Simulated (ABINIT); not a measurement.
# Rh (Fm-3m) in ABINIT: settings compared

The runs below take Rh through equation of state, band structure, with PBE+D3(BJ), BP86+D3, LDA, PBEsol+D4, LDA-PZ.

All numbers are computed with ABINIT 10.8.3 (patched build); they aren't measurements. Logs are shortened: lines on timing, memory, paths and dates and some standing lists are left out, and cuts for length are marked. The log counts tension as positive stress, the text compression.

**The experiment to reproduce.**

From “Thermal equation of state of rhodium characterized by XRD in a resistively heated diamond anvil cell”, 2024, pmc:11535440, for a bulk crystal of Rh: bulk modulus 264 ± 1 GPa.

The results are compared with them further down.

### Step 1. Starting point

The structure is cubic, space group Fm-3m (No. 225). The conventional cell has a = 3.796 Å, b = 3.796 Å, c = 3.796 Å, α = 90.00°, β = 90.00°, γ = 90.00°. Around Rh (site symmetry m-3m) lie 12 Rh at 2.68 Å.

### Step 2. Equation of state, PBE+D3(BJ)

run.abi reads:

```
ndtset 7
getwfk -1
scalecart1 3*0.9795861087
scalecart2 3*0.9864848297
scalecart3 3*0.9932883884
scalecart4 3*1.0000000000
scalecart5 3*1.0066227096
scalecart6 3*1.0131594038
scalecart7 3*1.0196128224

pp_dirpath "./"
pseudos "Rh.GGA_PBE-JTH.xml"

acell 5.0719591737 5.0719591737 5.0719591737
rprim
     0.0000000000     0.7071067812     0.7071067812
     0.7071067812     0.0000000000     0.7071067812
     0.7071067812     0.7071067812     0.0000000000
ntypat 1
znucl 45
natom 1
typat 1
xred
     0.0000000000     0.0000000000     0.0000000000

ecut 20.0
pawecutdg 40.0

kptopt 1
ngkpt 12 12 12
nshiftk 1
shiftk 0.0 0.0 0.0

ixc 11
vdw_xc 7

nband 13
occopt 3
tsmear 0.05 eV

nstep 100
tolvrs 1.0e-9

iomode 3
prtwf 1
prtden 0
prteig 0
prtebands 0
enunit 1
```

Potentials or basis: JTH PAW PBE v2.0.

Run with:

```console
abinit run.abi > log 2>&1
```

run.abo:

```text
.Version 10.8.3 of ABINIT
 DATASET    1 : space group Fm -3 m (#225); Bravais cF (face-center cubic)
================================================================================
 Values of the parameters that define the memory need for DATASET  1.
     intxc =       0    ionmov =       0      iscf =      17    lmnmax =      18
     lnmax =       6     mgfft =      24  mpssoang =       3    mqgrid =    3001
     natom =       1  nloc_mem =       2    nspden =       1   nspinor =       1
    nsppol =       1      nsym =      48    n1xccc =       1    ntypat =       1
    occopt =       3   xclevel =       2
       mpw =         380          nfft =       13824          nkpt =          72
 PAW method is used; the additional fine FFT grid is defined by:
   mgfftf=        30    nfftf =     27000
================================================================================
================================================================================
[... 71 lines left out ...]
 DATASET    7 : space group Fm -3 m (#225); Bravais cF (face-center cubic)
================================================================================
 Values of the parameters that define the memory need for DATASET  7.
     intxc =       0    ionmov =       0      iscf =      17    lmnmax =      18
     lnmax =       6     mgfft =      24  mpssoang =       3    mqgrid =    3001
     natom =       1  nloc_mem =       2    nspden =       1   nspinor =       1
    nsppol =       1      nsym =      48    n1xccc =       1    ntypat =       1
    occopt =       3   xclevel =       2
       mpw =         432          nfft =       13824          nkpt =          72
 PAW method is used; the additional fine FFT grid is defined by:
   mgfftf=        30    nfftf =     27000
================================================================================
================================================================================

--------------------------------------------------------------------------------
------------- Echo of variables that govern the present computation ------------
--------------------------------------------------------------------------------
 -outvars: echo values of preprocessed input variables --------
            acell      5.0719591737E+00  5.0719591737E+00  5.0719591737E+00 Bohr
              amu      1.02905500E+02
             ecut      2.00000000E+01 Hartree
           enunit           1
           getwfk          -1
                       outvar_i_n : Printing only first  50 k-points.
              ixc          11
           jdtset        1    2    3    4    5    6    7
                       outvar_i_n : Printing only first  50 k-points.
         kptrlatt       12    0    0      0   12    0      0    0   12
          kptrlen1     5.96210490E+01
          kptrlen2     6.00409294E+01
          kptrlen3     6.04550178E+01
          kptrlen4     6.08635101E+01
          kptrlen5     6.12665914E+01
          kptrlen6     6.16644376E+01
          kptrlen7     6.20572153E+01
            natom           1
            nband          13
           ndtset           7
            ngfft          24      24      24
          ngfftdg          30      30      30
             nkpt          72
            nstep         100
             nsym          48
           ntypat           1
                       prtocc : prtvol=0, do not print more k-points.
           occopt           3
        pawecutdg      4.00000000E+01 Hartree
         pawxcdev           0
           prtden           0
        prtebands           0
           prteig           0
            rprim1     0.0000000000E+00  6.9267198023E-01  6.9267198023E-01
                       6.9267198023E-01  0.0000000000E+00  6.9267198023E-01
                       6.9267198023E-01  6.9267198023E-01  0.0000000000E+00
            rprim2     0.0000000000E+00  6.9755011263E-01  6.9755011263E-01
                       6.9755011263E-01  0.0000000000E+00  6.9755011263E-01
                       6.9755011263E-01  6.9755011263E-01  0.0000000000E+00
            rprim3     0.0000000000E+00  7.0236095512E-01  7.0236095512E-01
                       7.0236095512E-01  0.0000000000E+00  7.0236095512E-01
                       7.0236095512E-01  7.0236095512E-01  0.0000000000E+00
            rprim4     0.0000000000E+00  7.0710678120E-01  7.0710678120E-01
                       7.0710678120E-01  0.0000000000E+00  7.0710678120E-01
                       7.0710678120E-01  7.0710678120E-01  0.0000000000E+00
            rprim5     0.0000000000E+00  7.1178974407E-01  7.1178974407E-01
                       7.1178974407E-01  0.0000000000E+00  7.1178974407E-01
                       7.1178974407E-01  7.1178974407E-01  0.0000000000E+00
            rprim6     0.0000000000E+00  7.1641188486E-01  7.1641188486E-01
                       7.1641188486E-01  0.0000000000E+00  7.1641188486E-01
                       7.1641188486E-01  7.1641188486E-01  0.0000000000E+00
            rprim7     0.0000000000E+00  7.2097514092E-01  7.2097514092E-01
                       7.2097514092E-01  0.0000000000E+00  7.2097514092E-01
                       7.2097514092E-01  7.2097514092E-01  0.0000000000E+00
          spgroup         225
           tolvrs      1.00000000E-09
           tsmear      1.83746611E-03 Hartree
            typat      1
           useylm           1
           vdw_xc           7
                       outvars : Printing only first  50 k-points.
            znucl       45.00000

================================================================================

 chkinp: Checking input parameters for consistency, jdtset=   1.

 chkinp: Checking input parameters for consistency, jdtset=   2.

 chkinp: Checking input parameters for consistency, jdtset=   3.

 chkinp: Checking input parameters for consistency, jdtset=   4.
[... 34 lines left out ...]
 getcut : COMMENT -
  Note that boxcut > 2.2 ; recall that boxcut=Gcut(box)/Gcut(sphere) = 2
  is sufficient for exact treatment of convolution.
  Such a large boxcut is a waste : you could raise ecut
  e.g. ecut=   28.786940 Hartrees makes boxcut=2

 Fine grid specifications (used for densities):

 getcut: wavevector=  0.0000  0.0000  0.0000  ngfft=  30  30  30
         ecut(hartree)=     40.000   => boxcut(ratio)=   2.12319

--- Pseudopotential description ------------------------------------------------
- pspini: atom type   1  psp file is ./Rh.GGA_PBE-JTH.xml
 Pseudopotential format is: paw10
 basis_size (lnmax)=  6 (lmn_size= 18), orbitals=   0   0   1   1   2   2
 Spheres core radius: rc_sph= 2.21251062
 Shapefunction is SIN type: shapef(r)=[sin(pi*r/rshp)/(pi*r/rshp)]**2
 Radius for shape functions =  2.00372819
 Compensation charge density is not taken into account in XC energy/potential

   3.74318991E+02                                ecore*ucvol(ha*bohr**3)
--------------------------------------------------------------------------------

[... 7 lines left out ...]

     iter   Etot(hartree)      deltaE(h)  residm     nres2
 ETOT  1  -108.82301853772    -1.088E+02 4.696E+01 4.169E+00
 ETOT  2  -111.48698058134    -2.664E+00 2.460E-01 1.347E+01
 ETOT  3  -111.45565578868     3.132E-02 9.501E-02 3.888E+00
 ETOT  4  -111.44194588661     1.371E-02 2.774E-02 7.795E-02
 ETOT  5  -111.44226969159    -3.238E-04 7.433E-03 2.004E-02
 ETOT  6  -111.44221211973     5.757E-05 9.745E-04 5.214E-03
 ETOT  7  -111.44219637549     1.574E-05 8.936E-04 2.694E-04
 ETOT  8  -111.44219583921     5.363E-07 3.471E-04 3.709E-06
 ETOT  9  -111.44219590316    -6.395E-08 2.830E-04 6.445E-06
 ETOT 10  -111.44219591249    -9.328E-09 3.238E-04 2.916E-06
 ETOT 11  -111.44219591048     2.016E-09 1.403E-04 1.315E-06
[... 1195 lines left out ...]
 Cartesian components of stress tensor (hartree/bohr^3)
  sigma(1 1)=  5.09612355E-04  sigma(3 2)=  0.00000000E+00
  sigma(2 2)=  5.09612355E-04  sigma(3 1)=  0.00000000E+00
  sigma(3 3)=  5.09612355E-04  sigma(2 1)=  0.00000000E+00

-Cartesian components of stress tensor (GPa)         [Pressure= -1.4993E+01 GPa]
- sigma(1 1)=  1.49933131E+01  sigma(3 2)=  0.00000000E+00
- sigma(2 2)=  1.49933131E+01  sigma(3 1)=  0.00000000E+00
- sigma(3 3)=  1.49933131E+01  sigma(2 1)=  0.00000000E+00

== END DATASET(S) ==============================================================
================================================================================

 -outvars: echo values of variables after computation  --------
            acell      5.0719591737E+00  5.0719591737E+00  5.0719591737E+00 Bohr
           etotal1    -1.1144219591E+02
           etotal2    -1.1144318201E+02
           etotal3    -1.1144372603E+02
           etotal4    -1.1144387720E+02
           etotal5    -1.1144366901E+02
           etotal6    -1.1144314160E+02
           etotal7    -1.1144233593E+02
            fcart1    -0.0000000000E+00 -0.0000000000E+00 -0.0000000000E+00
            fcart2    -0.0000000000E+00 -0.0000000000E+00 -0.0000000000E+00
            fcart3    -0.0000000000E+00 -0.0000000000E+00 -0.0000000000E+00
            fcart4    -0.0000000000E+00 -0.0000000000E+00 -0.0000000000E+00
            fcart5    -0.0000000000E+00 -0.0000000000E+00 -0.0000000000E+00
            fcart6    -0.0000000000E+00 -0.0000000000E+00 -0.0000000000E+00
            fcart7    -0.0000000000E+00 -0.0000000000E+00 -0.0000000000E+00
            rprim1     0.0000000000E+00  6.9267198023E-01  6.9267198023E-01
                       6.9267198023E-01  0.0000000000E+00  6.9267198023E-01
                       6.9267198023E-01  6.9267198023E-01  0.0000000000E+00
            rprim2     0.0000000000E+00  6.9755011263E-01  6.9755011263E-01
                       6.9755011263E-01  0.0000000000E+00  6.9755011263E-01
                       6.9755011263E-01  6.9755011263E-01  0.0000000000E+00
            rprim3     0.0000000000E+00  7.0236095512E-01  7.0236095512E-01
                       7.0236095512E-01  0.0000000000E+00  7.0236095512E-01
[... 9 lines left out ...]
                       7.1641188486E-01  7.1641188486E-01  0.0000000000E+00
            rprim7     0.0000000000E+00  7.2097514092E-01  7.2097514092E-01
                       7.2097514092E-01  0.0000000000E+00  7.2097514092E-01
                       7.2097514092E-01  7.2097514092E-01  0.0000000000E+00
           strten1    -6.6103032285E-04 -6.6103032285E-04 -6.6103032285E-04
                       0.0000000000E+00  0.0000000000E+00  0.0000000000E+00
           strten2    -4.0461705424E-04 -4.0461705424E-04 -4.0461705424E-04
                       0.0000000000E+00  0.0000000000E+00  0.0000000000E+00
           strten3    -1.8120766503E-04 -1.8120766503E-04 -1.8120766503E-04
                       0.0000000000E+00  0.0000000000E+00  0.0000000000E+00
           strten4     2.2272336298E-05  2.2272336298E-05  2.2272336298E-05
                       0.0000000000E+00  0.0000000000E+00  0.0000000000E+00
           strten5     2.0688425573E-04  2.0688425573E-04  2.0688425573E-04
                       0.0000000000E+00  0.0000000000E+00  0.0000000000E+00
           strten6     3.6800295746E-04  3.6800295746E-04  3.6800295746E-04
                       0.0000000000E+00  0.0000000000E+00  0.0000000000E+00
           strten7     5.0961235487E-04  5.0961235487E-04  5.0961235487E-04
                       0.0000000000E+00  0.0000000000E+00  0.0000000000E+00
 Calculation completed.
```

It took 71 s on 1 thread of Arm Neoverse V2, shared host; peak memory 0.13 GiB.

What came out:

```yaml
Equilibrium_volume: 13.64 Å³/atom
Bulk_modulus: 285 GPa
Pressure_derivative_of_the_bulk_modulus: 4.5
```

Energy against volume, from the lowest point:
| volume (Å³/atom) | energy (meV/atom) |
| --- | --- |
| 12.851 | 45.75 |
| 13.125 | 18.92 |
| 13.398 | 4.11 |
| 13.671 | 0.00 |
| 13.945 | 5.67 |
| 14.218 | 20.02 |
| 14.492 | 41.94 |

Caveat: pressures at fixed basis lie under the slope of the energies.

### Step 3. Equation of state, BP86+D3

run.abi reads:

```
# Datasets: one volume each
ndtset 7
getwfk -1
scalecart1 3*0.9795861087
scalecart2 3*0.9864848297
scalecart3 3*0.9932883884
scalecart4 3*1.0000000000
scalecart5 3*1.0066227096
scalecart6 3*1.0131594038
scalecart7 3*1.0196128224

# Pseudopotentials
pp_dirpath "./"
pseudos "Rh.GGA_PBE-JTH.xml"

# Structure
acell 3*1.0 Angstrom
rprim
     0.0000000000     1.8978500000     1.8978500000
     1.8978500000     0.0000000000     1.8978500000
     1.8978500000     1.8978500000     0.0000000000
ntypat 1
znucl 45
natom 1
typat 1
xred
     0.0000000000     0.0000000000     0.0000000000

# Plane-wave basis
ecut 20.0
pawecutdg 40.0

# k points
kptopt 1
ngkpt 12 12 12
nshiftk 1
shiftk 0.0 0.0 0.0

# Exchange and correlation
ixc -106132
vdw_xc 6

# Bands and occupations
nband 13
occopt 3
tsmear 0.00183747

# SCF cycle
nstep 100
tolvrs 1.0e-9

# Output
iomode 3
prtwf 1
prtden 0
prteig 0
prtebands 0
enunit 1
```

Potentials or basis: JTH PAW PBE v2.0.

Run with:

```console
abinit run.abi > log 2>&1
```

Wall time 77 s (1 thread of Arm Neoverse V2, shared host); peak memory 0.13 GiB.

Results (log left out):

```
Equilibrium volume                      : 13.30 Å³/atom
Bulk modulus                            : 303 GPa
Pressure derivative of the bulk modulus : 4.6 (rough: it moves with the points fitted)
```

Energy against volume, from the lowest point:
```csv
volume (Å³/atom),energy (meV/atom)
12.851,14.47
13.125,1.54
13.398,0.00
13.671,8.57
13.945,26.36
14.218,52.33
14.492,85.30
```

Caveat: pressures at fixed basis lie under the slope of the energies; the PAW data sets were made with another functional, which shifts forces and pressure a little.

[end of part 1 of 2]
